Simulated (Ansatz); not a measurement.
## C: relaxation step by step

Recipe of this trial structure of C: random cell by space group and Wyckoff sites (P-3m1, No. 164). Lengths were set from tabulated atomic sizes, so they are only a guess.

```cif
data_structure
_symmetry_space_group_name_H-M 'P 1'
_symmetry_Int_Tables_number 1
_cell_length_a 1.9482
_cell_length_b 1.9482
_cell_length_c 3.1937
_cell_angle_alpha 90.000
_cell_angle_beta 90.000
_cell_angle_gamma 120.000
_cell_volume 10.50
loop_
_atom_site_label
_atom_site_type_symbol
_atom_site_fract_x
_atom_site_fract_y
_atom_site_fract_z
_atom_site_occupancy
C1 C 0.66667 0.33333 0.37461 1
C2 C 0.33333 0.66667 0.62539 1
```

The calculation used DFT PBE, scalar-relativistic, plane waves, PAW in Ansatz 0.2.0. Cutoff 420 eV, Gaussian smearing, Γ-centred meshes. Cell and atoms relax first on a coarse mesh and then on a finer one. In between, the cell is made exact in the group found at 0.06 Å. In metals the finer mesh still leaves noise of several meV/atom or more. The steps can't lower the symmetry of their start. No spin polarisation in the relaxation; trial moments died out in a coarse test.

Steps on the 12×12×6 mesh (2 atoms, 21 steps). The free energy counts from the last step; some steps are skipped; the plane-wave basis is renewed at times, which shifts energy and pressure.

```tsv
step	ΔF (meV/atom)	V (Å³/atom)	P (GPa)	largest force component (eV/Å)
1	4795.0	5.25	214.17	1.329
2	3924.5	5.78	140.06	2.790
3	3120.5	6.27	95.63	5.780
4	2196.8	6.79	67.50	7.729
5	1065.5	7.60	37.25	7.029
6	327.8	8.34	3.54	2.937
7	196.7	8.50	-3.44	0.200
8	195.3	8.52	0.24	0.035
9	194.8	8.43	0.54	0.005
10	194.9	8.47	-0.22	0.001
12	19.5	9.04	2.72	0.015
13	16.4	9.49	0.12	0.020
14	17.0	9.64	-0.03	0.005
15	5.9	9.64	0.52	0.005
16	4.5	9.91	0.32	0.000
17	5.3	10.34	-0.06	0.000
18	1.0	10.34	0.14	0.000
19	1.3	10.59	0.04	0.000
20	1.7	10.73	0.00	0.000
21	0.0	10.73	0.06	0.000
```

The relaxed structure, after a last relaxation on the converged mesh:

```cif
data_structure
_symmetry_space_group_name_H-M 'P6/mmm'
_symmetry_Int_Tables_number 191
_cell_length_a 2.4665
_cell_length_b 2.4665
_cell_length_c 4.4289
_cell_angle_alpha 90.000
_cell_angle_beta 90.000
_cell_angle_gamma 120.000
_cell_volume 23.33
loop_
_atom_site_label
_atom_site_type_symbol
_atom_site_symmetry_multiplicity
_atom_site_Wyckoff_symbol
_atom_site_fract_x
_atom_site_fract_y
_atom_site_fract_z
_atom_site_occupancy
C1 C 2 d 0.66667 0.33333 0.50000 1
```

The symmetry goes from P-3m1 (No. 164) to P6/mmm (No. 191). The volume per atom grows by 122.3 %, from 5.2 to 11.7 Å³. The shortest distance goes from 1.38 Å (C–C) to 1.42 Å (C–C). The energy falls by about 4.8 eV/atom (the start's value is from the coarse mesh). The end is written in a standard setting, so origin, axes and order of atoms can differ from the start's. C is surrounded by 3 C at 1.42 Å.

```json
{
 "Volume per atom": "11.7 Å³",
 "Density": "1.7 g/cm³",
 "Energy over the standard state": "0.00 eV/atom",
 "Gap on the 24×24×12 mesh of the 2-atom cell": "0 eV (the bands overlap slightly)"
}
```

Energies count from the standard state of C at the same level.

The last run used Gaussian smearing of 0.10 eV. No dispersion correction is applied, so the spacing and binding between layers, chains or molecules are poorly described. The zero gap may come from the functional, which often closes small gaps, or the cell may be a true semimetal. The reference form of C is held partly by dispersion forces, which this level lacks. A later test with randomly moved atoms came back to the same energy, though modes that don't fit the test's cell weren't probed. In all, the 4 runs took 4 min on 1 thread of Arm Neoverse N1, with other jobs on the host.
